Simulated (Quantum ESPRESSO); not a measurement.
Crystal: Si2Ni.

```
CELL_PARAMETERS angstrom
0.00000 2.70300 2.70300
2.70300 0.00000 2.70300
2.70300 2.70300 0.00000
ATOMIC_POSITIONS crystal
Ni 0.00000 0.00000 0.00000
Si 0.75000 0.75000 0.75000
Si 0.25000 0.25000 0.25000
```

Base run:

- Program: Quantum ESPRESSO 7.5
- Functional: PBEsol
- Potentials or basis: GBRV 1.5 PBEsol
- Cutoff: 612 eV
- Density cutoff: 4898 eV
- k mesh: 9 × 9 × 9
- Occupations: fermi-dirac, width 0.05 eV
- Spin: collinear spin, ferromagnetic start
- Starting moments: [1.0, 0.0, 0.0] μB

Its results: band gap on the k mesh none (metal or under the smearing width); pressure -0.8 GPa; net moment 0.00 μB per cell.

Problem. The run is repeated on the same cell with these changes: functional from PBEsol to LDA; potentials or basis from GBRV 1.5 PBEsol to GBRV 1.5 LDA. What comes out?

Solution. Band gap on the k mesh none (metal or under the smearing width); pressure -4.2 GPa; net moment 0.00 μB per cell.

Caveats: some levels on the path didn't converge (some runs).
